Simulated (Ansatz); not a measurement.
**Convergence of F with the plane-wave cutoff**

Level of theory: Ansatz, DFT PBEsol, scalar-relativistic, plane waves, PAW.

```
CELL_PARAMETERS angstrom
2.73710 -1.62637 0.00019
2.74588 1.64107 -0.00312
-1.53376 -0.01127 7.09041
ATOMIC_POSITIONS crystal
F 0.93605 0.59353 0.10193
F 0.42333 0.02459 0.38626
F 0.01569 0.41894 0.91708
F 0.62046 0.95175 0.59690
```

| Quantity | Value |
| --- | --- |
| Γ-centred k-mesh | 8×8×4 |
| occupation rule | Gaussian smearing, 0.02 eV |
| spin treatment | unpolarised |
| valence charge of the PAW sets | F 7 |

The atoms stay fixed while the plane-wave cutoff is varied. ΔE is the energy extrapolated to zero smearing, less that of the reference run (600 eV). The cell was strained and its atoms displaced at random, so that forces don't vanish. Pressure is positive in compression and holds a correction for the finite cutoff (Pulay stress).

| cutoff (eV) | ΔE (meV/atom) | P (GPa) | largest change of a force component (eV/Å) | gap on mesh (eV) | plane waves at Γ |
| --- | --- | --- | --- | --- | --- |
| 200 | 11178 | 2.85 | 5.489 | 0.930 | 417 |
| 250 | 3005 | 0.11 | 1.815 | 1.242 | 563 |
| 300 | 693 | -2.96 | 0.359 | 1.489 | 755 |
| 350 | 136 | -3.27 | 0.067 | 1.482 | 927 |
| 420 | 9.93 | -3.06 | 0.011 | 1.491 | 1269 |
| 600 | 0.00 | -3.07 | 0.000 | 1.498 | 2137 |